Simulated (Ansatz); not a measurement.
Runs of Ansatz 0.2.0 on TaN. The structure is tetragonal, space group P4_2/mmc (No. 131). The conventional cell has a = 3.663 Å, b = 3.663 Å, c = 4.560 Å, α = 90.00°, β = 90.00°, γ = 90.00°. Around Ta (site symmetry mmm) lie 4 N at 2.16 Å. N (site symmetry -4m2) has 4 Ta at 2.16 Å and 2 N at 2.28 Å as nearest neighbours. The cell comes from a database or a generator and needn't be the stable form of this composition.

```csv
potentials or basis,cutoff (eV),gap on the mesh (eV),pressure (GPa)
SPMS NC,1034,none,-19.8
Ansatz PAW,420,none,-19.8
PseudoDojo stringent (PBE files),1796,none,(a)
Ansatz NC,1240,none,-19.5
JTH PAW,1320,none,-19.7
```

Alike in all rows: task single point; level PBE; no spin polarisation; cell as given; k mesh 7 × 7 × 6; smearing fermi-dirac 0.05 eV.

Task: Fill in the values left out.

Result: (a) -19.9.

A k mesh can miss the band edges, and the runs leave out spin-orbit coupling on Ta.

A gap of «none» marks a metal or a gap under the smearing width.

The runs don't all hold the same shells in valence.
